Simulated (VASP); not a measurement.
# ZnSnP2 (I-42d) in VASP: a series of runs

The runs below take ZnSnP2 through relaxation of cell and atoms, with PBEsol.

Program: VASP 6.6.1. These are calculated values, not measurements. Logs are shortened: lines on timing, memory, paths and dates and some standing lists are left out, and cuts for length are marked.

## Step 1: The crystal as given

It takes space group I-42d (No. 122, tetragonal). The conventional cell has a = 5.648 Å, b = 5.648 Å, c = 11.324 Å, α = 90.00°, β = 90.00°, γ = 90.00°. Around Zn (site symmetry -4) lie 4 P at 2.38 Å. Around Sn (site symmetry -4) lie 4 P at 2.52 Å. Around P (site symmetry 2) lie 2 Zn at 2.38 Å and 2 Sn at 2.52 Å.

The cell comes from a database or a generator and needn't be the stable form of this composition.

## Step 2: Relaxation of cell and atoms, PBEsol

The input, INCAR:

```
PREC = Accurate
ENCUT = 600
EDIFF = 1E-6
ISMEAR = 0
SIGMA = 0.03
LREAL = F
LASPH = T
NELM = 80
ALGO = Normal
ISIF = 3
LWAVE = F
LCHARG = F
GGA = PS
IBRION = 2
NSW = 90
EDIFFG = -0.01
KPAR = 2
```

The input, KPOINTS:

```
Automatic mesh
0
Gamma
  8 8 8
```

The input, POSCAR:

```
ZnSnP2
1.0
   -2.8237507000      2.8237507000      5.6621699000
    2.8237507000     -2.8237507000      5.6621699000
    2.8237507000      2.8237507000     -5.6621699000
Zn Sn P
2 2 4
Direct
    0.7500000000      0.2500000000      0.5000000000
    0.0000000000      0.0000000000      0.0000000000
    0.2500000000      0.7500000000      0.5000000000
    0.5000000000      0.5000000000      0.0000000000
    0.3750000000      0.3536230800      0.4786230800
    0.6463769200      0.1250000000      0.0213769200
    0.1036230800      0.6250000000      0.9786230800
    0.8750000000      0.8963769200      0.5213769200
```

Potentials or basis: VASP PAW PBE potentials, release 64 (Zn, Sn_d, P).

Command:

```
$ cat potpaw_PBE.64/Zn/POTCAR potpaw_PBE.64/Sn_d/POTCAR potpaw_PBE.64/P/POTCAR > POTCAR
$ mpirun -np 2 vasp_std > vasp.out
```

OUTCAR:

```text
PREC = Accurate
   ENCUT = 600
   EDIFF = 1E-6
   ISMEAR = 0
   LREAL = F
   LASPH = T
   NELM = 80
   ISIF = 3
   GGA = PS
   IBRION = 2
   NSW = 90
   EDIFFG = -0.01

 ion  position               nearest neighbor table
   1  0.750  0.250  0.500-   7 2.38   6 2.38   5 2.38   8 2.38
   2  0.000  0.000  0.000-   5 2.38   6 2.38   7 2.38   8 2.38
   3  0.250  0.750  0.500-   6 2.52   5 2.52   8 2.52   7 2.52
   4  0.500  0.500  0.000-   8 2.52   6 2.52   7 2.52   5 2.52
   5  0.375  0.354  0.479-   2 2.38   1 2.38   4 2.52   3 2.52
   6  0.646  0.125  0.021-   1 2.38   2 2.38   4 2.52   3 2.52
   7  0.104  0.625  0.979-   1 2.38   2 2.38   3 2.52   4 2.52
   8  0.875  0.896  0.521-   1 2.38   2 2.38   3 2.52   4 2.52

  LATTYP: Found a body centered tetragonal cell.
 ALAT       =     5.6475014000
 C/A-ratio  =     2.0051946866

  Lattice vectors:

 A1 = (  -2.8237507000,   2.8237507000,   5.6621699000)
 A2 = (   2.8237507000,  -2.8237507000,   5.6621699000)
 A3 = (   2.8237507000,   2.8237507000,  -5.6621699000)

Analysis of symmetry for initial positions (statically):
=====================================================================
 Subroutine PRICEL returns:
 Original cell was already a primitive cell.

 Routine SETGRP: Setting up the symmetry group for a
 body centered tetragonal supercell.

 Subroutine GETGRP returns: Found  8 space group operations
 (whereof  4 operations were pure point group operations)
 out of a pool of 16 trial point group operations.

The static configuration has the point symmetry S_4 .
 The point group associated with its full space group is D_2d.

Analysis of symmetry for dynamics (positions and initial velocities):
=====================================================================
 Subroutine PRICEL returns:
 Original cell was already a primitive cell.

 Routine SETGRP: Setting up the symmetry group for a
 body centered tetragonal supercell.

 Subroutine GETGRP returns: Found  8 space group operations
 (whereof  4 operations were pure point group operations)
 out of a pool of 16 trial point group operations.

The dynamic configuration has the point symmetry S_4 .
 The point group associated with its full space group is D_2d.

 Subroutine INISYM returns: Found  8 space group operations
 (whereof  4 operations are pure point group operations),
 and found     1 'primitive' translations

----------------------------------------------------------------------------------------

                                     Primitive cell

  volume of cell :     180.5908

  direct lattice vectors                    reciprocal lattice vectors
    -2.823750700  2.823750700  5.662169900     0.000000000  0.177069456  0.088305369
     2.823750700 -2.823750700  5.662169900     0.177069456  0.000000000  0.088305369
     2.823750700  2.823750700 -5.662169900     0.177069456  0.177069456  0.000000000

  length of vectors
     6.928730332  6.928730332  6.928730332     0.197867204  0.197867204  0.250414026

  position of ions in fractional coordinates (direct lattice)
     0.750000000  0.250000000  0.500000000
     0.000000000  0.000000000  0.000000000
     0.250000000  0.750000000  0.500000000
     0.500000000  0.500000000  0.000000000
     0.375000000  0.353623080  0.478623080
     0.646376920  0.125000000  0.021376920
     0.103623080  0.625000000  0.978623080
     0.875000000  0.896376920  0.521376920

  ion indices of the primitive-cell ions
   primitive index   ion index
                 1           1
                 2           2
                 3           3
                 4           4
                 5           5
                 6           6
                 7           7
                 8           8

----------------------------------------------------------------------------------------

 KPOINTS: Automatic mesh

Automatic generation of k-mesh.
 Grid dimensions read from file:
 generate k-points for:    8    8    8

 Generating k-lattice:

  Cartesian coordinates                     Fractional coordinates (reciprocal lattice)
     0.000000000  0.022133682  0.011038171     0.125000000  0.000000000 -0.000000000
     0.022133682  0.000000000  0.011038171     0.000000000  0.125000000 -0.000000000
     0.022133682  0.022133682  0.000000000     0.000000000  0.000000000  0.125000000

  Length of vectors
     0.024733400  0.024733400  0.031301753

  Shift w.r.t. Gamma in fractional coordinates (k-lattice)
     0.000000000  0.000000000  0.000000000

 Subroutine IBZKPT returns following result:
 ===========================================

 Found     59 irreducible k-points:

 Following reciprocal coordinates:
            Coordinates               Weight
  0.000000  0.000000  0.000000      1.000000
  0.125000  0.000000 -0.000000      8.000000
  0.250000  0.000000 -0.000000      8.000000
  0.375000  0.000000  0.000000      8.000000
  0.500000  0.000000 -0.000000      4.000000
  0.125000  0.125000 -0.000000      8.000000
[... 16 lines left out ...]
  0.250000  0.125000  0.125000     16.000000
  0.375000  0.125000  0.125000      8.000000
 [... further k-points ...]
   k-points           NKPTS =     59   k-points in BZ     NKDIM =     59   number of bands    NBANDS=     43
   number of dos      NEDOS =    301   number of ions     NIONS =      8
   total plane-waves  NPLWV = 175616
   dimension x,y,z NGX =    56 NGY =   56 NGZ =   56
   dimension x,y,z NGXF=   112 NGYF=  112 NGZF=  112
   ions per type =               2   2   4
   NGX,Y,Z   is equivalent  to a cutoff of  13.44, 13.44, 13.44 a.u.
   NGXF,Y,Z  is equivalent  to a cutoff of  26.87, 26.87, 26.87 a.u.
 SYSTEM =  unknown system
   PREC   = accura    normal or accurate (medium, high low for compatibility)
   ISTART =      0    job   : 0-new  1-cont  2-samecut
   ICHARG =      2    charge: 1-file 2-atom 10-const
   ISPIN  =      1    spin polarized calculation?
   LNONCOLLINEAR =      F non collinear calculations
   LSORBIT =      F    spin-orbit coupling
   LASPH  =      T    aspherical Exc in radial PAW
   ENCUT  =  600.0 eV  44.10 Ry    6.64 a.u.  13.84 13.84 13.84*2*pi/ulx,y,z
   NELM   =     80;   NELMIN=  2; NELMDL= -5     # of ELM steps
   EDIFF  = 0.1E-05   stopping-criterion for ELM
   LREAL  =      F    real-space projection
   EDIFFG = -.1E-01   stopping-criterion for IOM
   NSW    =     90    number of steps for IOM
   IBRION =      2    ionic relax: 0-MD 1-quasi-New 2-CG
   NFREE  =      1    steps in history (QN), initial steepest desc. (CG)
   ISIF   =      3    stress and relaxation
   ISYM   =      2    0-nonsym 1-usesym 2-fastsym
   POTIM  = 0.5000    time-step for ionic-motion
   TEBEG  =    0.0;   TEEND  =   0.0 temperature during run
   PSTRESS=    0.0 pullay stress
   NELECT =      72.0000    total number of electrons
   NUPDOWN=      -1.0000    fix difference up-down
   EMIN   =  10.00;   EMAX   =-10.00  energy-range for DOS
   EFERMI =   0.00;   METHOD = LEGACY
   ISMEAR =     0;   SIGMA  =   0.03  broadening in eV -4-tet -1-fermi 0-gaus
   EFERMI_NEDOS =   21; number of points for ismear=-14 and -15
   IALGO  =     38    algorithm
   IMIX   =      4    mixing-type and parameters
     AMIX     =   0.40;   BMIX     =  1.00
     AMIX_MAG =   1.60;   BMIX_MAG =  1.00
  volume/ion in A,a.u.               =      22.57       152.34
  Fermi-wavevector in a.u.,A,eV,Ry     =   1.204908  2.276945 19.752975  1.451803
  Thomas-Fermi vector in A             =   2.340619
   LORBIT       =      0    0 simple, 1 ext, 2 COOP (PROOUT), +10 PAW based schemes
   GGA     = PS    functional components
   LHFCALC =     F    Hartree Fock is set to
   AEXX    =    0.0000 exact exchange contribution
   IVDW    =     0    specifies the selected vdW correction
   LEPSILON=     F    determine dielectric tensor
   LRPA    =     F    only Hartree local field effects (RPA)
 conjugate gradient relaxation of ions
 non-spin polarized calculation
 Gauss-broadening in eV      SIGMA  =   0.03
  energy-cutoff  :      600.00
  volume of cell :      180.59
 maximum number of plane-waves:      6048
   NGX = 27   NGY = 27   NGZ = 27

--------------------------------------- Ionic step        1  -------------------------------------------

 number of electron      72.0000005 magnetization

 Free energy of the ion-electron system (eV)
  ---------------------------------------------------
  ext. energy  EPLUGINS =         0.00000000
  ---------------------------------------------------
  free energy    TOTEN  =       -36.14671117 eV

  energy without entropy =      -36.14671117  energy(sigma->0) =      -36.14671117

------------------------ aborting loop because EDIFF is reached ----------------------------------------

  FORCE on cell =-STRESS in cart. coord.  units (eV):
  Direction    XX          YY          ZZ          XY          YZ          ZX
  --------------------------------------------------------------------------------------
  -------------------------------------------------------------------------------------
  Total       -0.7999865     -0.7999865     -0.8684307      0.0000000      0.0000000      0.0000000
  in kB       -7.0973734     -7.0973734     -7.7046014      0.0000000      0.0000000      0.0000000
  external PRESSURE =      -7.2997828 kB  Pullay stress =       0.0000000 kB
[... 153 lines left out ...]
  energy  without entropy=      -36.1550956392  energy(sigma->0) =      -36.15509564

--------------------------------------- Ionic step        5  -------------------------------------------

 number of electron      72.0000010 magnetization

 Free energy of the ion-electron system (eV)
  ---------------------------------------------------
  ext. energy  EPLUGINS =         0.00000000
  ---------------------------------------------------
  free energy    TOTEN  =       -36.15541286 eV

  energy without entropy =      -36.15541286  energy(sigma->0) =      -36.15541286

 E-fermi :   4.8642     XC(G=0):  -9.7905

 val. band max:        4.7367749502   @ k =   0.0000   0.0000   0.0000
 cond. band min:       5.5500058891   @ k =   0.0000   0.0000   0.0000
 fundamental gap:      0.8132309389
 Fermi energy:         4.8641909539

 k-point     1 :       0.0000    0.0000    0.0000
  band No.  band energies     occupation
      1     -16.7824      2.00000
      2     -16.7824      2.00000
      3     -16.7821      2.00000
      4     -16.7615      2.00000
      5     -16.7504      2.00000
      6     -16.7504      2.00000
[... 1093 lines left out ...]
     42       8.5815      0.00000
     43       8.6629      0.00000

 [... further k-points ...]

------------------------ aborting loop because EDIFF is reached ----------------------------------------

  FORCE on cell =-STRESS in cart. coord.  units (eV):
  Direction    XX          YY          ZZ          XY          YZ          ZX
  --------------------------------------------------------------------------------------
  -------------------------------------------------------------------------------------
  Total       -0.0266209     -0.0266209      0.0500716      0.0000000     -0.0000000      0.0000000
  in kB       -0.2390576     -0.2390576      0.4496468      0.0000000     -0.0000000      0.0000000
  external PRESSURE =      -0.0094895 kB  Pullay stress =       0.0000000 kB
[... 23 lines left out ...]
  FREE ENERGIE OF THE ION-ELECTRON SYSTEM (eV)
  ---------------------------------------------------
  free  energy   TOTEN  =       -36.1554128570 eV

  energy  without entropy=      -36.1554128570  energy(sigma->0) =      -36.15541286

 reached required accuracy - stopping structural energy minimisation
```

Run time: 22 min. Hardware: 2 MPI ranks of AMD EPYC 7R13 (Zen 3), shared host; peak memory 0.74 GiB.

What came out:

- Free energy: -36.1554 eV
- Relaxed volume: 22.30 Å³/atom
- Relaxed cell: a = 6.899 Å, b = 6.899 Å, c = 6.899 Å, α = 131.88°, β = 131.88°, γ = 70.42°
- Space group after relaxing (to 0.05 Å): I-42d (No. 122)
- Energy gained by relaxing: 1.1 meV/atom
- Ionic steps: 5
- Pressure after relaxing: 0.0 GPa
- Band gap on the k mesh: 0.81 eV, direct

Step by step:
```
step  energy change (eV)  largest force (eV/Å)  pressure (GPa)  volume (Å³)
   1              0.0000                0.1228           -0.73       180.59
   2             -0.0065                0.0975            0.29       177.92
   3             -0.0067                0.1010            0.15       178.27
   4             -0.0084                0.0403            0.05       178.36
   5             -0.0087                0.0009            0.00       178.41
```

Final structure:
```
CELL_PARAMETERS angstrom
-2.81296 2.81296 5.63694
2.81296 -2.81296 5.63694
2.81296 2.81296 -5.63694
ATOMIC_POSITIONS crystal
Zn 0.75000 0.25000 0.50000
Zn 0.00000 0.00000 0.00000
Sn 0.25000 0.75000 0.50000
Sn 0.50000 0.50000 0.00000
P 0.37500 0.35103 0.47603
P 0.64897 0.12500 0.02397
P 0.10103 0.62500 0.97603
P 0.87500 0.89897 0.52397
```

Caveat: the PAW data sets were made with another functional, which shifts forces and pressure a little; spin-orbit coupling is left out, which moves the levels of the heavy elements. A k mesh can miss the band edges.

## Step 3: Relaxation of cell and atoms, PBEsol

This run uses another cell than the first one, of 22.30 Å³/atom, 0.988 times its volume.

Changes to INCAR since step 2:

```diff
@@ -2,3 +2,3 @@
 ENCUT = 600
-EDIFF = 1E-6
+EDIFF = 1E-7
 ISMEAR = 0
@@ -15,3 +15,3 @@
 NSW = 90
-EDIFFG = -0.01
+EDIFFG = -0.005
 KPAR = 2
```

KPOINTS is that of step 2.

The input, POSCAR:

```
ZnSnP2                                  
1.0
   -2.8129614373      2.8129614373      5.6369377983
    2.8129614373     -2.8129614373      5.6369377983
    2.8129614373      2.8129614373     -5.6369377983
  Zn              Sn              P             
     2     2     4
Direct
     0.7500000000000000    0.2500000000000000    0.5000000000000000
     0.0000000000000000    0.0000000000000000    0.0000000000000000
     0.2500000000000000    0.7500000000000000    0.5000000000000000
     0.5000000000000000    0.5000000000000000    0.0000000000000000
     0.3750000000000000    0.3510317045936970    0.4760317045936970
     0.6489682954063031    0.1250000000000000    0.0239682954063030
     0.1010317045936970    0.6250000000000000    0.9760317045936969
     0.8750000000000000    0.8989682954063031    0.5239682954063031
```

Potentials or basis: VASP PAW PBE potentials, release 64 (Zn, Sn_d, P).

Command:

```
$ cat potpaw_PBE.64/Zn/POTCAR potpaw_PBE.64/Sn_d/POTCAR potpaw_PBE.64/P/POTCAR > POTCAR
$ mpirun -np 2 vasp_std > vasp.out
```

Run time: 12 min. Hardware: 2 MPI ranks of AMD EPYC 7R13 (Zen 3), shared host; peak memory 0.75 GiB.

The run converged. Its results:

```yaml
Free_energy: -36.1551 eV
Relaxed_volume: 22.31 Å³/atom
Relaxed_cell: a = 6.901 Å, b = 6.901 Å, c = 6.901 Å, α = 131.89°, β = 131.89°, γ = 70.40°
Space_group_after_relaxing_to_0.05_Å: I-42d (No. 122)
Energy_gained_by_relaxing: 0.0 meV/atom
Ionic_steps: 2
Pressure_after_relaxing: 0.0 GPa
Band_gap_on_the_k_mesh: 0.81 eV, direct
```

Final structure:
```
Zn Sn P
1.0
    -2.81272    2.81272    5.63919
     2.81272   -2.81272    5.63919
     2.81272    2.81272   -5.63919
Zn Sn P
2 2 4
Direct
  0.75000 0.25000 0.50000
  0.00000 0.00000 0.00000
  0.25000 0.75000 0.50000
  0.50000 0.50000 0.00000
  0.37500 0.35102 0.47602
  0.64898 0.12500 0.02398
  0.10102 0.62500 0.97602
  0.87500 0.89898 0.52398
```

Levels at points of the mesh, in eV from the valence-band top:
```csv
k point,band 33,band 34,band 35,band 36,band 37,band 38,band 39,band 40
"(0.00, 0.00, 0.00)",-2.60,-0.01,0.00,0.00,0.81,1.25,1.49,3.28
"(0.50, 0.00, 0.00)",-2.30,-1.97,-1.52,-1.02,2.47,2.58,2.69,3.60
"(0.50, 0.50, 0.00)",-1.12,-1.12,-0.84,-0.84,1.05,1.05,2.79,2.79
"(0.50, 0.50, 0.50)",-1.75,-1.75,-1.44,-1.44,1.25,1.25,1.27,1.27
```

Caveat: the PAW data sets were made with another functional, which shifts forces and pressure a little; spin-orbit coupling is left out, which moves the levels of the heavy elements. A k mesh can miss the band edges.
